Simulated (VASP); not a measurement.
Set up this calculation in VASP 6.6.1, as the native input.

```yaml
Task: single point
Functional: PBE
Potentials_or_basis: VASP PAW PBE potentials, release 64 (Ni, O)
Cutoff: 520 eV
k_mesh: 11 × 11 × 11
Occupations: gaussian, width 0.025 eV
Spin: collinear spin, ferromagnetic start
Starting_moments: "[1.0, 0.0] μB"
Further_INCAR_settings: ALGO = Fast; EDIFF = 1e-06
```

The structure of NiO lies in POSCAR:

```
NiO
1.0
    0.0000000000      2.0859016414      2.0859016414
    2.0859016414      0.0000000000      2.0859016414
    2.0859016414      2.0859016414      0.0000000000
Ni O
1 1
Direct
    0.0000000000      0.0000000000      0.0000000000
    0.5000000000      0.5000000000      0.5000000000
```

The input as run:

INCAR

```
ALGO = Fast
EDIFF = 1E-6
ENCUT = 520
GGA = PE
ISIF = 2
ISMEAR = 0
ISPIN = 2
LASPH = True
LCHARG = False
LMAXMIX = 4
LORBIT = 11
LREAL = False
LWAVE = False
MAGMOM = 1 0
NELM = 150
PREC = Accurate
SIGMA = 0.025
```

KPOINTS

```
k-points
0
Gamma
  11 11 11
```

Potentials or basis: VASP PAW PBE potentials, release 64 (Ni, O).

The run is started by

```sh
$ cat potpaw_PBE.64/Ni/POTCAR potpaw_PBE.64/O/POTCAR > POTCAR
$ mpirun -np 1 vasp_std > vasp.out
```

Results of the run:

The pressure is 6.1 GPa, the band gap on the k mesh is none (metal or under the smearing width) and the net moment is 1.77 μB per cell. The site moments are Ni +1.45; O +0.27 μB and the valence electrons inside the program's atomic spheres are Ni 8.99; O 4.98.

Caveat: a cell with one magnetic atom can't hold antiferromagnetic order, which such compounds often take; semilocal functionals often make such compounds metallic where correlation or magnetic order opens a gap, which also shifts bond lengths.

It took 57 s on 1 thread of AMD EPYC 7R43 64-Core Processor (Zen 3), with other jobs on the host, peak memory 0.13 GiB.
